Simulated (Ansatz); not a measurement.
As under strains and displacements

All numbers below come from DFT PBE, scalar-relativistic, plane waves, PAW (Ansatz).

Settings: cutoff 420 eV, Γ-centred mesh 16×16×16 on the computed 1-atom cell, Gaussian smearing of 0.10 eV; no spin polarisation.

Reference cell:

```
CELL_PARAMETERS angstrom
2.70368 0.00000 0.00000
0.00000 2.70368 0.00000
0.00000 0.00000 2.70368
ATOMIC_POSITIONS crystal
As 0.50000 0.50000 0.50000
```

Each variant moves atoms of this cell by the vectors given, if any (Å), and then applies a symmetric strain (tensor components, Cartesian axes). The reference cell isn't relaxed at this level. Energies are per atom at zero smearing, counted from the lowest variant. Pressure is positive in compression.

1. strain (xx yy zz yz xz xy, %) 0.65 0.65 0.65 0.00 0.00 0.00
2. strain (xx yy zz yz xz xy, %) 3.59 3.59 3.59 0.00 0.00 0.00
3. strain (xx yy zz yz xz xy, %) -3.17 -3.17 -3.17 0.00 0.00 0.00
4. strain (xx yy zz yz xz xy, %) 0.85 0.85 0.85 0.00 0.00 0.00

```tsv
variant	ΔE (meV/atom)	P (GPa)	largest force (eV/Å)	gap on mesh (eV)	space group
1	0.3	0.62	0.00	0	Pm-3m
2	29.3	-5.20	0.00	0	Pm-3m
3	?	?	?	?	?
4	0.0	0.13	0.00	0	Pm-3m
```

Problem. Give the withheld rows.

Solution.
| variant | ΔE (meV/atom) | P (GPa) | largest force (eV/Å) | gap on mesh (eV) | space group |
| --- | --- | --- | --- | --- | --- |
| 3 | 85.8 | 13.00 | 0.00 | 0 | Pm-3m |

This simple cubic form isn't the element's structure at ambient conditions.